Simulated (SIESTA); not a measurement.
**Zr under changes of volume**

One of the cells (23.746 Å³/atom); the others are scaled copies at fixed shape and fractional positions:

```
Zr
1.0
     3.25340    0.00000    0.00000
    -1.62670    2.81753    0.00000
     0.00000    0.00000    5.18109
Zr
2
Cartesian
  1.6267 0.9392 3.8858
  0.0000 1.8784 1.2953
```

| Quantity | Value |
| --- | --- |
| Program | SIESTA 5.4.2 |
| Functional | PBEsol |
| Potentials or basis | PseudoDojo 0.4 standard (PBEsol files) |
| Basis | DZP (energy shift 0.003 Ry; two zetas on semicore shells) |
| Grid cutoff | 800 Ry |
| Energy shift | 0.003 Ry |
| k mesh | 9 × 9 × 5 |
| Occupations | fermi-dirac, width 0.05 eV |
| Spin | no spin polarisation |

```tsv
volume (Å³/atom)	energy over the lowest point (meV/atom)	pressure (GPa)
21.884	?	?
22.350	1.33	1.5
22.815	0.00	-0.6
23.746	14.23	-4.3
24.212	28.92	-5.9
24.678	48.12	-7.4
```

Question: What does the run at 21.884 Å³/atom give?

Answer: Energy over the lowest point 8.96 meV/atom; pressure 3.8 GPa.

Worked out: A Birch-Murnaghan fit of order 3 (a polynomial in V^(-2/3)) to the other rows has its minimum at 22.68 Å³/atom with B0 = V·E''(V) = 99 GPa and B' = 3.1 at fixed shape and positions, which overstates the stiffness. It gives 8.97 meV/atom at 21.884 Å³/atom, against the run's 8.96, and -dE/dV = 3.8 GPa, against 3.8.

Energies are extrapolated to zero smearing.

Caveats: the basis of atomic orbitals isn't converged, which shifts pressures, moduli and gaps.
